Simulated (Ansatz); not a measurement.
# Nb₃Sn: do energies and stresses tell the same story?

The calculation used DFT PBE, scalar-relativistic, plane waves, PAW (Ansatz 0.2.0).

Plane waves to 420 eV, a k mesh through Γ of 8×8×8 on the computed 8-atom cell and Gaussian smearing (0.10 eV); no spin polarisation.

Relaxed cell: Pm-3n, a = 5.319 Å, b = 5.319 Å, c = 5.319 Å, α = 90.00°, β = 90.00°, γ = 90.00°, 8 atoms in the primitive cell. Whether it is the stable form of this composition wasn't checked.

Energies at zero smearing and pressures from the stress tensor, at volumes with shape and atoms relaxed:
```tsv
V (Å³/atom)	E − E(first) (meV/atom)	P (GPa)
17.683	0.00	11.42
18.248	-29.02	5.26
18.812	-37.97	0.00
19.376	-29.77	-4.51
19.941	-6.87	-8.36
```

Question: Check P = −dE/dV between neighbouring volumes, and get the bulk modulus from the pressures alone.

Answer: With 1 eV/Å³ = 160.2 GPa:
```csv
middle V (Å³/atom),−ΔE/ΔV (GPa),mean P (GPa)
17.965,8.237,8.341
18.530,2.543,2.629
19.094,-2.330,-2.258
19.658,-6.501,-6.437
```

The two differ by 0.10 GPa at most. The mean of two end pressures misses the average over a step by about ΔV² P″/12, up to 0.08 GPa here; with that taken off 0.02 GPa remains. Around V = 18.812 Å³/atom, the two neighbours give B = −V ΔP/ΔV = 18.812 × 9.77 / 1.129 = 162.9 GPa, against B0 = 162.1 GPa from the Birch–Murnaghan fit of the energies.